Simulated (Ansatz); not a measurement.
# GaN (rocksalt type): the cost of one run

Program: Ansatz 0.2.0. Level of theory: DFT, PBE, all-electron LAPW, scalar-relativistic. These are calculated values, not measurements.

**1. The starting structure**

The structure is cubic, space group Fm-3m (No. 225). Conventional cell: a = 4.268 Å, b = 4.268 Å, c = 4.268 Å, α = 90.00°, β = 90.00°, γ = 90.00°. Ga (site symmetry m-3m) has 6 N at 2.13 Å as nearest neighbours. N (site symmetry m-3m) has 6 Ga at 2.13 Å as nearest neighbours.

Structure file:

```cif
data_structure
_symmetry_space_group_name_H-M 'Fm-3m'
_symmetry_Int_Tables_number 225
_cell_length_a 4.2683
_cell_length_b 4.2683
_cell_length_c 4.2683
_cell_angle_alpha 90.000
_cell_angle_beta 90.000
_cell_angle_gamma 90.000
_cell_volume 77.76
loop_
_atom_site_label
_atom_site_type_symbol
_atom_site_symmetry_multiplicity
_atom_site_Wyckoff_symbol
_atom_site_fract_x
_atom_site_fract_y
_atom_site_fract_z
_atom_site_occupancy
Ga1 Ga 4 a 0.00000 0.00000 0.00000 1
N1 N 4 b 0.50000 0.00000 0.00000 1
```

The file gives the conventional cell by its symmetry; the runs use the cell typed in the input.

Atoms are numbered in the order of the input: Ga1, N2.

**2. Rocksalt relaxed under pressure, LAPW**

Input file input.yaml:

```yaml
crystal:
  lattice:
    - [0.0, 2.1341334891, 2.1341334891]
    - [2.1341334891, 0.0, 2.1341334891]
    - [2.1341334891, 2.1341334891, 0.0]
  atoms:
    - { symbol: Ga, position: [0.0, 0.0, 0.0] }
    - { symbol: "N", position: [0.5, 0.5, 0.5] }
kpoints:
  mp_grid: { grid: [15, 15, 15] }
scf:
  occupations: { method: fermi_dirac, width: 0.05 }
hamiltonian:
  xc: pbe
  pseudopotentials: { kind: all_electron, lapw: { basis_error: 0.0005 } }
output:
  forces: true
  stress: true
  eigenvalues: true
relax:
  f_tol: 0.005
  max_steps: 12
  cell: { p_target: -0.0031, stress_tol: 0.03 }
```

The run is started by

```bash
$ ansatz run input.yaml --threads 1 --pin off --max-ram 3584MiB --backend cpu --events-out ev --progress --plain --runs-dir out
```

Q: Estimate wall time and peak memory on 1 thread of Intel Xeon Platinum 8488C (Sapphire Rapids), shared host.

About 22 s, with a peak of 0.49 GiB.
